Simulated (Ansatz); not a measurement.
Base system: InCuS2 in the chalcopyrite structure (space group I-42d, No. 122; a = 5.522 Å, c = 11.130 Å). Axes: x, y, z lie along a, b, c of the conventional cell.

Level of theory: r2SCAN in Ansatz (plane waves to 500 eV, PAW, no spin-orbit coupling).

Strains are applied to the cell and any free atomic positions relax; under biaxial strain the out-of-plane vector relaxes too; under stress the whole cell relaxes.

One change was made to it. Results:

The energy increases by 13 meV/atom; the band gap falls by 0.104 eV (0.36 eV → 0.25 eV); the valence-band top at Γ (three highest levels, from the VBM) becomes 0.00, -0.08, -0.16 eV (base: 0.00, -0.02, -0.02 eV).

Problem. Which of these changes matches the shifts?
A) uniaxial strain ε_zz = −0.41 %
B) biaxial strain +0.99 %, plane normal [001], relaxed out of plane
C) uniaxial stress, 1 GPa tension along x
D) tensor shear ε_xy = −3.60 %

Solution. D, tensor shear ε_xy = −3.60 %. For comparison, the band gap in the other runs: uniaxial strain ε_zz = −0.41 % gives 0.37 eV; biaxial strain +0.99 %, plane normal [001], relaxed out of plane gives 0.31 eV; uniaxial stress, 1 GPa tension along x gives 0.32 eV.

Stability under load was not tested beyond the relaxation. All final runs are without spin polarisation. A zero or small gap of InCuS2 under tensor shear ε_xy = −3.60 % can be the functional's error rather than a property of the material.

Ansatz is a program for electronic structure.
